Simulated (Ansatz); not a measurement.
**HfN: strain energy, fitted**

HfN, Fm-3m, a = 4.502 Å. Ansatz: PBEsol, PAW, 420 eV, Γ-centred 16×16×12 mesh on 4 atoms, Gaussian smearing 0.10 eV; no spin polarisation. Series: strain along c alone, the other axes held, atoms fixed by symmetry; x is the strain in per cent. The axes a, b, c are those of the computed cell (3.183, 3.183, 4.502 Å), along [1 1 0], [-1 1 0], [0 0 1] of the cell named above. y is the free energy over the unstrained cell, V0 = 11.404 Å³/atom.

```tsv
x (%)	y (meV/atom)
-4.5	?
-3.0	22.80
-1.5	5.23
0.0	0.00
1.5	5.22
3.0	18.91
4.5	39.28
```

Problem. Fit y = c2 x² + c3 x³ to the other rows, turn c2 into a modulus, and predict the missing energy.

Solution. Least squares on the rows shown. y = 2.3020 x² − 0.079058 x³. In eV per unit strain² c2 is 23.02; this is C33 with relaxed ions (E = ½ C33 V0 ε²): 2 × 23.02 × 160.2 / (11.404) = 647 GPa. The unstrained cell keeps some stress along the strain, worth a slope of 0.20 meV/atom per %, which the form leaves out. At x = -4.5 the fit asked for gives 53.82 meV/atom. The run gave 54.86 meV/atom, so the fit is 1.04 meV/atom too low, 1.9 % of the span of the series, against an rms of 0.23 meV/atom on the fitted rows. The row lies outside the fitted range. With a term in x⁴ added, a fit to the same known rows predicts 52.30 meV/atom, further off still.

Spin–orbit coupling is left out, which can shift energies with elements as heavy as these.